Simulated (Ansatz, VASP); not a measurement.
One calculation of Zn, two programs

File INCAR:

```
PREC = Accurate
ENCUT = 520
EDIFF = 1E-6
ISMEAR = 0
SIGMA = 0.1
LREAL = False
LASPH = True
NELM = 100
ALGO = Normal
ISIF = 2
LWAVE = False
LCHARG = True
GGA = PE
LELF = True
LVHAR = True
NBANDS = 19
```

Contents of KPOINTS:

```
regular mesh
0
Gamma
  9 9 6
```

POSCAR

```
Zn
1.0
    3.8110000000      0.0000000000      0.0000000000
   -1.9055000000      3.3004228138      0.0000000000
    0.0000000000      0.0000000000      6.2340000000
Zn
2
Direct
    0.3333333333      0.6666666667      0.0000000000
    0.6666666667      0.3333333333      0.5000000000
```

Input for Ansatz:

```yaml
crystal:
  lattice:
    - [3.811, 0.0, 0.0]
    - [-1.9055, 3.3004228138, 0.0]
    - [0.0, 0.0, 6.234]
  atoms:
    - { symbol: Zn, position: [0.3333333333, 0.6666666667, 0.0] }
    - { symbol: Zn, position: [0.6666666667, 0.3333333333, 0.5] }
basis:
  ecutwfc: 500
  fft_grid_basis: typed
kpoints:
  mp_grid: { grid: [9, 9, 6] }
hamiltonian:
  xc: pbe
  pseudopotentials: { kind: paw }
scf:
  occupations: { method: gaussian, width: 0.1 }
output:
  forces: true
  stress: true
  eigenvalues: true
  bader: true
  write_density: true
  volumetric_format: npy
```

Alike in both runs: task single point; functional PBE; k mesh 9 × 9 × 6; occupations gaussian, width 0.1 eV; no spin polarisation.

```csv
,VASP,Ansatz
version,VASP 6.6.1,Ansatz 0.2.0
potentials or method,"VASP PAW PBE potentials, release 64 (Zn)","scalar-relativistic, plane waves, PAW"
plane-wave cutoff (eV),520,500
valence electrons in the cell,24,24
```

|  | VASP | Ansatz | Ansatz less VASP |
| --- | --- | --- | --- |
| gap on the k mesh at the Fermi level (eV) | 0.70 | 0.70 | -0.001 |
